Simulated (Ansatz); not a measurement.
# Dielectric response of RbBr (001) films, part 3 of 5

Wanted: ε of rocksalt RbBr (001) by finite fields on slabs, and the band edges against the vacuum where run.

Ansatz 0.2.0; plane-wave DFT, PBE, Ansatz PAW (the session's first sound run).

So far, gap on the k-mesh (eV): step 2 (relaxation, 6 atoms, units 3) 4.25; step 4 (applied field, field 0.1 V/Å) 4.06; step 5 (applied field, field -0.1 V/Å) 4.06; step 7 (field 0.05 V/Å, other threshold, other force threshold) 4.24; step 8 (field -0.05 V/Å, other threshold, other force threshold) 4.24.

## Step 9: Response with the atoms relaxed, 6 atoms, units 3

This step: plane-wave DFT, PBE, Ansatz PAW; response to a field along the normal, atoms relaxed (Ansatz 0.2.0).

The two relaxed runs give the static response.

This step gave:

```
equivalent conductor thickness p/(ε₀AE) : 9.965 Å
distance between the outer atoms        : 7.055 Å
```

Local field over the applied field, running mean. From the potentials at -0.05 and 0.05 V/Å; running mean over 3.445 Å, taken twice. Local field over applied field against z:

```
z (Å)  local field over applied field
  4.5                           0.968
  5.0                           0.920
  5.5                           0.888
  6.0                           0.780
  6.5                           0.657
  7.0                           0.516
  7.5                           0.374
  8.0                           0.255
  8.5                           0.177
  9.0                          0.0647
  9.5                          0.0599
 10.0                          0.0638
 10.5                           0.103
 11.0                           0.152
 11.5                           0.186
 12.0                           0.190
 12.5                           0.215
 13.0                           0.185
 13.5                           0.181
 14.0                           0.141
 14.5                          0.0929
 15.0                          0.0587
 15.5                          0.0603
 16.0                          0.0811
 16.5                           0.200
 17.0                           0.277
 17.5                           0.404
 18.0                           0.548
 18.5                           0.686
 19.0                           0.807
 19.5                           0.901
 20.0                           0.930
 20.5                           0.975
```

The induced dipole is that of a conductor 9.97 Å thick.

## Step 10: Relaxation, 10 atoms, units 5

This step: plane-wave DFT, PBE, Ansatz PAW (Ansatz 0.2.0).

System of this step: RbBr (001), 5 units. The cell holds 10 atoms: 5 Rb and 5 Br. Cell: a = 4.872 Å, b = 4.872 Å, c = 31.780 Å, α = 90.0°, β = 90.0°, γ = 90.0°. It derives from RbBr (rocksalt RbBr). Vacuum lies along c.

The next thickness, treated alike, so that differences show the interior and the faces cancel.

The input, input.yaml:

```yaml
crystal:
  lattice:
    - [4.87196572, 0.0, 0.0]
    - [0.0, 4.87196572, 0.0]
    - [0.0, 0.0, 31.78]
  atoms:
    - { symbol: Rb, position: [0.5, 0.5, 0.2831969792] }
    - { symbol: Br, position: [0.0, 0.0, 0.2831969792] }
    - { symbol: Rb, position: [0.0, 0.0, 0.3915984896] }
    - { symbol: Br, position: [0.5, 0.5, 0.3915984896] }
    - { symbol: Rb, position: [0.5, 0.5, 0.5] }
    - { symbol: Br, position: [0.0, 0.0, 0.5] }
    - { symbol: Rb, position: [0.0, 0.0, 0.6084015104] }
    - { symbol: Br, position: [0.5, 0.5, 0.6084015104] }
    - { symbol: Rb, position: [0.5, 0.5, 0.7168030208] }
    - { symbol: Br, position: [0.0, 0.0, 0.7168030208] }
kpoints:
  mp_grid: { grid: [6, 6, 1] }
hamiltonian:
  xc: pbe
scf:
  occupations: { method: fixed }
  convergence: { dr2_threshold: 1.0e-09 }
efield:
  axis: 3
  dipole_correction: true
  ramp_position: 0.97
  ramp_width: 0.06
relax:
  f_tol: 0.003
  max_steps: 100
output:
  write_potential: true
  write_density: true
  volumetric_format: npy
```

Command:

```sh
$ ansatz run input.yaml --threads 8 --pin off --max-ram 12288MiB --backend cpu --events-out ev --progress --plain --runs-dir out
```

Numbers of over 12 decimals in the logs are rounded to 6 here.

The log of the run:

```text
[...]
Crystal: 10 atoms, lattice volume = 754.332 Å³
Basis set: ecut = 420 eV, 14751 PW (Γ), exchange–correlation on 72×72×432 points (8 copies of the dense FFT grid, shifted against one another)
Bands: 50, of which v1, the nominal top of the filled ones, is band 40 counted from 1 (39 counted from 0)
Symmetry: 8 space group operations
k-points: 10 of 36
[...]
- { symbol: Rb, position: [0, 0.0, 0.388686] }
    - { symbol: Br, position: [0.500000, 0.500000, 0.389020] }
    - { symbol: Rb, position: [0.500000, 0.500000, 0.500000] }
    - { symbol: Br, position: [0, 0.0, 0.500000] }
    - { symbol: Rb, position: [0, 0.0, 0.611314] }
    - { symbol: Br, position: [0.500000, 0.500000, 0.610980] }
    - { symbol: Rb, position: [0.500000, 0.500000, 0.720573] }
    - { symbol: Br, position: [0, 0.0, 0.722070] }
[key lines of the parts left out:]
SCF converged after 6 iterations
Free energy (F): -30270.065809 eV
Fermi energy:    -2.017828 eV
Dipole field:    D = -0.000000 V/Å  (p = -0.000001 e·Å, saw-weighted, corrected)
Work function:   Φ+ = 5.8285 eV   Φ− = 5.8285 eV
```

It took 31 s on 8 threads of Arm Neoverse N1, shared host; peak memory 1.7 GiB.

The steps of the relaxation:

| step | energy less that of the first step (eV) | largest force component (eV/Å) |
| --- | --- | --- |
| 1 | 0.0000 | 0.0770 |
| 2 | -0.0107 | 0.0332 |
| 3 | -0.0151 | 0.0033 |
| 4 | -0.0152 | 0.0003 |

The run keeps the 8 symmetry operations that it works with, so distortions that break them were not tested.

The atoms that moved most (Å):

```
atom     dx     dy      dz  length
 Br2  0.000  0.000  -0.167   0.167
Br10  0.000  0.000   0.167   0.167
 Rb9  0.000  0.000   0.120   0.120
 Rb1  0.000  0.000  -0.120   0.120
 Rb7  0.000  0.000   0.093   0.093
 Rb3  0.000  0.000  -0.093   0.093
 Br4  0.000  0.000  -0.082   0.082
 Br8  0.000  0.000   0.082   0.082
```

The relaxation took 4 steps and lowered the energy by 0.015 eV; the largest force on the free atoms ends at 3.3e-4 eV/Å.

The gap is 4.24 eV, with the valence edge 5.83 eV and the conduction edge 1.59 eV under the upper vacuum level.

## Step 11: The relaxed film, single point, 10 atoms, units 5

The next thickness, treated alike, so that differences show the interior and the faces cancel.

input.yaml, the sections that differ from step 10:

```yaml
crystal:
  lattice:
    - [4.87196572, 0.0, 0.0]
    - [0.0, 4.87196572, 0.0]
    - [0.0, 0.0, 31.78]
  atoms:
    - { symbol: Rb, position: [0.5, 0.5, 0.2794274795] }
    - { symbol: Br, position: [0.0, 0.0, 0.2779295112] }
    - { symbol: Rb, position: [0.0, 0.0, 0.3886856797] }
    - { symbol: Br, position: [0.5, 0.5, 0.3890200493] }
    - { symbol: Rb, position: [0.5, 0.5, 0.5000000029] }
    - { symbol: Br, position: [0.0, 0.0, 0.4999999957] }
    - { symbol: Rb, position: [0.0, 0.0, 0.6113143255] }
    - { symbol: Br, position: [0.5, 0.5, 0.6109799427] }
    - { symbol: Rb, position: [0.5, 0.5, 0.7205725248] }
    - { symbol: Br, position: [0.0, 0.0, 0.7220704887] }
output:
  eigenvalues: true
  write_potential: true
  write_density: true
  volumetric_format: npy
  elf: true
# kpoints, hamiltonian, scf, efield: as in step 10
# relax: removed
```

The log of the run:

```text
[...]
Crystal: 10 atoms, lattice volume = 754.332 Å³
Basis set: ecut = 420 eV, 14751 PW (Γ)
Bands: 50, of which v1, the nominal top of the filled ones, is band 40 counted from 1 (39 counted from 0)
Symmetry: 8 space group operations
k-points: 10 of 36
[...]
k-point 1: bands = [... 36 lower, -2.1716, -2.1188, -2.0868, -2.0852, 2.5954, 2.7863, 3.2317, 3.7658, ... 6 higher]
  k-point 2: bands = [... 36 lower, -2.2140, -2.2136, -2.1902, -2.1667, 3.4045, 3.4833, 3.8827, 4.3061, ... 6 higher]
  k-point 9: bands = [... 36 lower, -2.2328, -2.2328, -2.1385, -2.1051, 3.6923, 3.6923, 4.1089, 4.1089, ... 6 higher]
[key lines of the parts left out:]
SCF converged after 7 iterations
Free energy (F): -30270.065942 eV
Fermi energy:    -2.017811 eV
Dipole field:    D = 0.000001 V/Å  (p = 0.000003 e·Å, saw-weighted, corrected)
Work function:   Φ+ = 5.8285 eV   Φ− = 5.8285 eV
```

Elapsed: 12 s, on 8 threads; peak memory 1.7 GiB.

The gap is 4.24 eV, with the valence edge 5.83 eV and the conduction edge 1.59 eV under the upper vacuum level.

## Step 12: Single point, 10 atoms, units 5, field 0.1 V/Å

input.yaml, as its differences from that of step 11:

```diff
@@ -22,3 +22,3 @@
   occupations: { method: fixed }
-  convergence: { dr2_threshold: 1.0e-09 }
+  convergence: { dr2_threshold: 1.0e-10 }
 efield:
@@ -28,4 +28,4 @@
   ramp_width: 0.06
+  amplitude: 0.1
 output:
-  eigenvalues: true
   write_potential: true
@@ -33,2 +33 @@
   volumetric_format: npy
-  elf: true
```

The log of the run:

```text
[...]
Crystal: 10 atoms, lattice volume = 754.332 Å³
Basis set: ecut = 420 eV, 14751 PW (Γ)
Bands: 50, of which v1, the nominal top of the filled ones, is band 40 counted from 1 (39 counted from 0)
Symmetry: 8 space group operations
k-points: 10 of 36
[...]
k-point 0: bands = [... 36 lower, -2.0367, -1.9205, -1.7415, -1.7415, 2.0460, 2.5245, 2.9431, 3.3795, ... 6 higher]
  k-point 1: bands = [... 36 lower, -2.1022, -1.9317, -1.9019, -1.8072, 2.3719, 2.8736, 3.2320, 3.6421, ... 6 higher]
  k-point 2: bands = [... 36 lower, -2.2278, -2.1714, -1.9329, -1.9135, 3.0608, 3.6808, 3.9010, 4.2356, ... 6 higher]
  k-point 9: bands = [... 36 lower, -2.2607, -1.9809, -1.9809, -1.8471, 3.6309, 3.6309, 4.1205, 4.1205, ... 6 higher]
[key lines of the parts left out:]
SCF converged after 11 iterations
Free energy (F): -30270.072944 eV
Fermi energy:    -1.741520 eV
Dipole field:    D = 0.033596 V/Å  (p = 0.140051 e·Å, saw-weighted, corrected)
```

The job ended after 14 s (8 threads; peak memory 1.7 GiB).

The dipole is 0.140 e·Å, and the gap on the mesh 3.788 eV.

## Step 13: Atoms held, 10 atoms, units 5, field -0.1 V/Å

input.yaml, as its differences from that of step 12:

```diff
@@ -28,3 +28,3 @@
   ramp_width: 0.06
-  amplitude: 0.1
+  amplitude: -0.1
 output:
```

The log of the run:

```text
[...]
Crystal: 10 atoms, lattice volume = 754.332 Å³
Basis set: ecut = 420 eV, 14751 PW (Γ)
Bands: 50, of which v1, the nominal top of the filled ones, is band 40 counted from 1 (39 counted from 0)
Symmetry: 8 space group operations
k-points: 10 of 36
[...]
k-point 0: bands = [... 36 lower, -2.0367, -1.9205, -1.7415, -1.7415, 2.0460, 2.5245, 2.9431, 3.3795, ... 6 higher]
  k-point 1: bands = [... 36 lower, -2.1022, -1.9317, -1.9019, -1.8072, 2.3719, 2.8736, 3.2320, 3.6421, ... 6 higher]
  k-point 2: bands = [... 36 lower, -2.2278, -2.1714, -1.9329, -1.9135, 3.0608, 3.6808, 3.9010, 4.2356, ... 6 higher]
  k-point 9: bands = [... 36 lower, -2.2607, -1.9809, -1.9809, -1.8471, 3.6309, 3.6309, 4.1205, 4.1205, ... 6 higher]
[key lines of the parts left out:]
SCF converged after 11 iterations
Free energy (F): -30270.072944 eV
Fermi energy:    -1.741518 eV
Dipole field:    D = -0.033596 V/Å  (p = -0.140050 e·Å, saw-weighted, corrected)
```

Run time: 13 s. Hardware: 8 threads; peak memory 1.7 GiB; 98 s of CPU time.

The dipole is -0.140 e·Å, and the gap on the mesh 3.788 eV.

## Step 14: Response with the atoms held, 10 atoms, units 5

This step: plane-wave DFT, PBE, Ansatz PAW; response to a field along the normal, atoms held (Ansatz 0.2.0).

Local field over the applied field, running mean. From the potentials at -0.1 and 0.1 V/Å; running mean over 3.445 Å, taken twice. Local field over applied field against z:

z (Å), local field over applied field and a bar from the least value:
```
      4.0      0.912 ###########################
      4.5      0.979 ##############################
      5.0      0.956 #############################
      5.5      0.915 ###########################
      6.0      0.857 ########################
      6.5      0.784 ####################
      7.0      0.703 ################
      7.5      0.621 ############
      8.0      0.546 ########
      8.5      0.484 #####
      9.0      0.439 ##
      9.5      0.413 #
     10.0      0.400 
     10.5      0.396 
     11.0      0.396 
     11.5      0.397 
     12.0      0.399 
     12.5      0.401 
     13.0      0.402 
     13.5      0.403 
     14.0      0.403 
     14.5      0.403 
     15.0      0.403 
     15.5      0.403 
     16.0      0.403 
     16.5      0.403 
     17.0      0.403 
     17.5      0.404 
     18.0      0.403 
     18.5      0.403 
     19.0      0.401 
     19.5      0.400 
     20.0      0.398 
     20.5      0.397 
     21.0      0.396 
     21.5      0.397 
     22.0      0.404 
     22.5      0.422 #
     23.0      0.457 ###
     23.5      0.509 ######
     24.0      0.577 #########
     24.5      0.656 #############
     25.0      0.739 ##################
     25.5      0.817 ######################
     26.0      0.884 #########################
     26.5      0.935 ############################
     27.0      0.968 #############################
     27.5      0.975 ##############################
```

The induced dipole is that of a conductor 10.68 Å thick.

## Step 15: Relaxing in the field, 10 atoms, units 5, field 0.05 V/Å

This step: plane-wave DFT, PBE, Ansatz PAW (Ansatz 0.2.0).

The same pair of relaxations in the field for this thickness.

input.yaml, as its differences from that of step 13:

```diff
@@ -28,3 +28,6 @@
   ramp_width: 0.06
-  amplitude: -0.1
+  amplitude: 0.05
+relax:
+  f_tol: 0.0006
+  max_steps: 70
 output:
```

The log of the run:

```text
[...]
Crystal: 10 atoms, lattice volume = 754.332 Å³
Basis set: ecut = 420 eV, 14751 PW (Γ), exchange–correlation on 72×72×432 points (8 copies of the dense FFT grid, shifted against one another)
Bands: 50, of which v1, the nominal top of the filled ones, is band 40 counted from 1 (39 counted from 0)
Symmetry: 8 space group operations
k-points: 10 of 36
[...]
- { symbol: Br, position: [0, 0.0, 0.277544] }
    - { symbol: Rb, position: [0, 0.0, 0.388810] }
    - { symbol: Br, position: [0.500000, 0.500000, 0.388888] }
    - { symbol: Rb, position: [0.500000, 0.500000, 0.500232] }
    - { symbol: Br, position: [0, 0.0, 0.499774] }
    - { symbol: Rb, position: [0, 0.0, 0.611471] }
    - { symbol: Br, position: [0.500000, 0.500000, 0.610876] }
    - { symbol: Rb, position: [0.500000, 0.500000, 0.720933] }
    - { symbol: Br, position: [0, 0.0, 0.721759] }
[key lines of the parts left out:]
SCF converged after 7 iterations
Free energy (F): -30270.068399 eV
Fermi energy:    -1.972121 eV
Dipole field:    D = 0.024858 V/Å  (p = 0.103624 e·Å, saw-weighted, corrected)
```

Run time: 25 s. Hardware: 8 threads; peak memory 1.7 GiB.

The steps of the relaxation:

| step | energy less that of the first step (eV) | largest force component (eV/Å) |
| --- | --- | --- |
| 1 | 0.0000 | 0.0232 |
| 2 | -0.0007 | 0.0099 |
| 3 | -0.0008 | 0.0005 |

Forces are held to the 8 operations that the run works with; a distortion that breaks them can't arise in this run.

The atoms that moved most (Å):

```csv
atom,dx,dy,dz,length
Br2,0.000,0.000,-0.012,0.012
Rb9,0.000,0.000,0.011,0.011
Br10,0.000,0.000,-0.010,0.010
Rb1,0.000,0.000,0.009,0.009
Rb5,0.000,0.000,0.007,0.007
Br6,0.000,0.000,-0.007,0.007
```

Final coordinates:

```xyz
10
Lattice="4.8720 0.0000 0.0000 0.0000 4.8720 0.0000 0.0000 0.0000 31.7800" Properties=species:S:1:pos:R:3
Rb    2.4360    2.4360    8.8893
Br    0.0000    0.0000    8.8204
Rb    0.0000    0.0000   12.3564
Br    2.4360    2.4360   12.3589
Rb    2.4360    2.4360   15.8974
Br    0.0000    0.0000   15.8828
Rb    0.0000    0.0000   19.4325
Br    2.4360    2.4360   19.4137
Rb    2.4360    2.4360   22.9112
Br    0.0000    0.0000   22.9375
```

The relaxation took 3 steps and lowered the energy by 8.4e-4 eV; the largest force on the free atoms ends at 4.8e-4 eV/Å.

The dipole is 0.104 e·Å, and the gap on the mesh 4.181 eV.

## Step 16: Field on, atoms free, 10 atoms, units 5, field -0.05 V/Å

The opposite sign, again from the field-free geometry; the difference of the two cancels what relaxes without a field.

input.yaml, as its differences from that of step 15:

```diff
@@ -28,3 +28,3 @@
   ramp_width: 0.06
-  amplitude: 0.05
+  amplitude: -0.05
 relax:
```

The log of the run:

```text
[...]
Crystal: 10 atoms, lattice volume = 754.332 Å³
Basis set: ecut = 420 eV, 14751 PW (Γ), exchange–correlation on 72×72×432 points (8 copies of the dense FFT grid, shifted against one another)
Bands: 50, of which v1, the nominal top of the filled ones, is band 40 counted from 1 (39 counted from 0)
Symmetry: 8 space group operations
k-points: 10 of 36
[...]
- { symbol: Br, position: [0, 0.0, 0.278241] }
    - { symbol: Rb, position: [0, 0.0, 0.388529] }
    - { symbol: Br, position: [0.500000, 0.500000, 0.389124] }
    - { symbol: Rb, position: [0.500000, 0.500000, 0.499768] }
    - { symbol: Br, position: [0, 0.0, 0.500226] }
    - { symbol: Rb, position: [0, 0.0, 0.611190] }
    - { symbol: Br, position: [0.500000, 0.500000, 0.611112] }
    - { symbol: Rb, position: [0.500000, 0.500000, 0.720286] }
    - { symbol: Br, position: [0, 0.0, 0.722456] }
[key lines of the parts left out:]
SCF converged after 7 iterations
Free energy (F): -30270.068399 eV
Fermi energy:    -1.972121 eV
Dipole field:    D = -0.024857 V/Å  (p = -0.103622 e·Å, saw-weighted, corrected)
```

Wall time 25 s (8 threads); peak memory 1.7 GiB; 3.2 min of CPU time.

Relaxation path:

| step | energy less that of the first step (eV) | largest force component (eV/Å) |
| --- | --- | --- |
| 1 | 0.0000 | 0.0232 |
| 2 | -0.0007 | 0.0099 |
| 3 | -0.0008 | 0.0005 |

The run keeps the 8 symmetry operations that it works with, so distortions that break them were not tested.

The atoms that moved most (Å):

```
atom     dx     dy      dz  length
Br10  0.000  0.000   0.012   0.012
 Rb1  0.000  0.000  -0.011   0.011
 Br2  0.000  0.000   0.010   0.010
 Rb9  0.000  0.000  -0.009   0.009
 Rb5  0.000  0.000  -0.007   0.007
 Br6  0.000  0.000   0.007   0.007
```

The relaxation took 3 steps and lowered the energy by 8.4e-4 eV; the largest force on the free atoms ends at 4.8e-4 eV/Å.

The dipole is -0.104 e·Å, and the gap on the mesh 4.181 eV.

## Step 17: Response with the atoms relaxed, 10 atoms, units 5

This step: plane-wave DFT, PBE, Ansatz PAW; response to a field along the normal, atoms relaxed (Ansatz 0.2.0).

Local field over the applied field, running mean. From the potentials at -0.05 and 0.05 V/Å; running mean over 3.445 Å, taken twice. Table of local field over applied field by z:

z (Å), local field over applied field and a bar:
```
        4      0.927 ##############################
        5      0.917 #############################
        6      0.767 ########################
        7      0.509 ###############
        8      0.264 #######
        9      0.075 #
       10      0.065 
       11      0.126 ##
       12      0.163 ####
       13      0.201 #####
       14      0.182 ####
       15      0.151 ###
       16      0.135 ###
       17      0.156 ###
       18      0.190 #####
       19      0.201 #####
       20      0.150 ###
       21      0.112 ##
       22      0.058 
       23      0.105 ##
       24      0.305 ########
       25      0.570 ##################
       26      0.819 ##########################
       27      0.934 ##############################
```

The induced dipole is that of a conductor 15.80 Å thick.

[end of part 3 of 5]

[Logs are printed without paths, hosts, clocks, repeated set-up lines and the standing remarks that a program may print on its own settings, such as how far it seeks lower states.]

[Hosts, paths, dates, database ids (printed as entryN), source tags and the programs' standing remarks are cut or masked in the printed files.]

[Maps of the electrostatic potential energy from Ansatz leave out the sawtooth potential of an applied field or a dipole correction, so their vacuum need not be flat; planar profiles and work functions include it.]
